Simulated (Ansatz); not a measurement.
## Ag: field gradients at two levels of theory

Cell: a structure deposited in the COD, whose atoms a relaxation with PBE at fixed cell left in place.

```cif
data_structure
_symmetry_space_group_name_H-M 'P 1'
_symmetry_Int_Tables_number 1
_cell_length_a 2.9300
_cell_length_b 2.9300
_cell_length_c 4.7900
_cell_angle_alpha 90.000
_cell_angle_beta 90.000
_cell_angle_gamma 120.000
_cell_volume 35.61
loop_
_atom_site_label
_atom_site_type_symbol
_atom_site_fract_x
_atom_site_fract_y
_atom_site_fract_z
_atom_site_occupancy
Ag1 Ag 0.33333 0.66667 0.25000 1
Ag2 Ag 0.66667 0.33333 0.75000 1
```

Atoms are numbered from 1 in the order listed; like atoms form one site, named after its first atom.

First run. Level of theory: DFT, PBE, plane waves and PAW, scalar-relativistic, 420 eV cutoff, Γ-centred 18×18×10 k-points, Fermi–Dirac smearing 0.05 eV (Ansatz 0.2.0).

```csv
site,atom,V_zz (10²¹ V/m²),η
Ag,1,0.094,0.00
```

Second run. The same atoms and settings, except that the functional is LDA.

Q: Given the first result, estimate the second.

A: 

```tsv
site	atom	V_zz	η	change of V_zz
Ag	1	0.10	0.00	+0.01
```

No V_zz moves by more than 0.01.

With no gap above 0.1 eV, as in a metal, the gradients converge slowly in k; expect changes of a tenth or more on a denser mesh. Without spin–orbit coupling (the program notes it for Ag) the gradients can shift somewhat, as the gap is small.
For the second run: At this cell the LDA pressure is -11 GPa, so with LDA the cell would shrink if it were relaxed.
